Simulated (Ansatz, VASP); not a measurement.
MgB2 in VASP and in Ansatz

```
Mg B
1.0
     3.01226    0.00000    0.00000
    -1.50613    2.86552    0.12172
     0.00000    0.16051    3.48308
Mg B
1 2
Cartesian
  0.0000 0.0290 -0.0023
  0.0000 2.0052 1.8332
  1.5061 0.9918 1.7740
```

Alike in both runs: task single point; functional PBEsol; k mesh 14 × 14 × 10; occupations gaussian, width 0.1 eV; no spin polarisation.

|  | VASP | Ansatz |
| --- | --- | --- |
| version | VASP 6.6.1 | Ansatz 0.2.0 |
| potentials or method | VASP PAW PBE potentials, release 64 (Mg, B) | scalar-relativistic, plane waves, PAW |
| plane-wave cutoff (eV) | 520 | 420 |
| valence electrons in the cell | 8 | 16 |

Ansatz gave:

- gap on the k mesh at the Fermi level (eV): none
- pressure (GPa): -8.0
- largest component of the traceless stress (GPa): 20.32
- rms of the force components (eV/Å): 0.143

What did VASP give for the same quantities?

gap on the k mesh at the Fermi level (eV): none; pressure (GPa): -8.0; largest component of the traceless stress (GPa): 20.29; rms of the force components (eV/Å): 0.141.

Atom by atom the forces differ by 0.003 eV/Å (rms over components). A gap of «none» marks a metal or a gap that the smearing closes. The functional is the same, so the differences come from potentials, cutoffs and numerics. The two sets of potentials don't hold the same shells in valence.

Caveats: the PAW data sets were made with another functional, which shifts forces and pressure a little (VASP).
